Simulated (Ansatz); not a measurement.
## Structures of GaSb2: which is lowest?

Plane-wave DFT in Ansatz with scalar-relativistic PAW potentials, cutoff 420 eV, Γ-centred meshes chosen by cell and gap, Gaussian smearing with energies taken to zero width. Every cell was relaxed (cell and atoms) in a run of its own, within the symmetry of its start. Functional: PBE.

Relaxed structures (starts from databases or built by putting these elements on another compound's sites):
A. Pn-3m, 6 atoms in the computed cell, a = 5.971 Å; sites (symmetry × multiplicity) Ga -43m × 2, Sb .-3m × 4; start: built
B. I4/mmm, 3 atoms in the computed cell, a = 3.733 Å, c = 11.159 Å; sites (symmetry × multiplicity) Ga 4/mmm × 2, Sb 4mm × 4; start: built
C. P4/nmm, 6 atoms in the computed cell, a = 4.226 Å, c = 9.006 Å; sites (symmetry × multiplicity) Ga 4mm × 2, Sb -4m2 × 2 + 4mm × 2; start: built
D. P6/mmm, 3 atoms in the computed cell, a = 5.402 Å, c = 3.148 Å; sites (symmetry × multiplicity) Ga 6/mmm × 1, Sb -6m2 × 2; start: built
E. P4_2/mnm, 6 atoms in the computed cell, a = 6.518 Å, c = 4.174 Å; sites (symmetry × multiplicity) Ga m.mm × 2, Sb m.2m × 4; start: built
F. P6_3/mmc, 6 atoms in the computed cell, a = 4.071 Å, c = 11.235 Å; sites (symmetry × multiplicity) Ga -6m2 × 2, Sb 3m. × 4; start: built

Q: Rank them by energy. Could pressure change the order?

A:
```tsv
structure	group	E − E(lowest) (meV/atom)	V (Å³/atom)	gap on mesh (eV)
F	P6_3/mmc	0.0	26.87	0.00
D	P6/mmm	4.0	26.52	0.00
B	I4/mmm	17.8	25.91	0.00
C	P4/nmm	67	26.81	0.00
E	P4_2/mnm	242	29.55	0.00
A	Pn-3m	590	35.49	0.00
```

F and D are level within the 5 meV/atom that separate runs leave open. B is denser by 0.96 Å³/atom, so pressure favours it: ΔE/ΔV, with ΔE in eV and 1 eV/Å³ = 160.2 GPa, gives about 3.0 GPa for equal enthalpy if both cells were rigid, a rough figure since the two compress differently. Other structures may lie lower than all of these, and vibrations aren't counted.

Spin-orbit coupling is left out, which matters for the bands of heavy elements.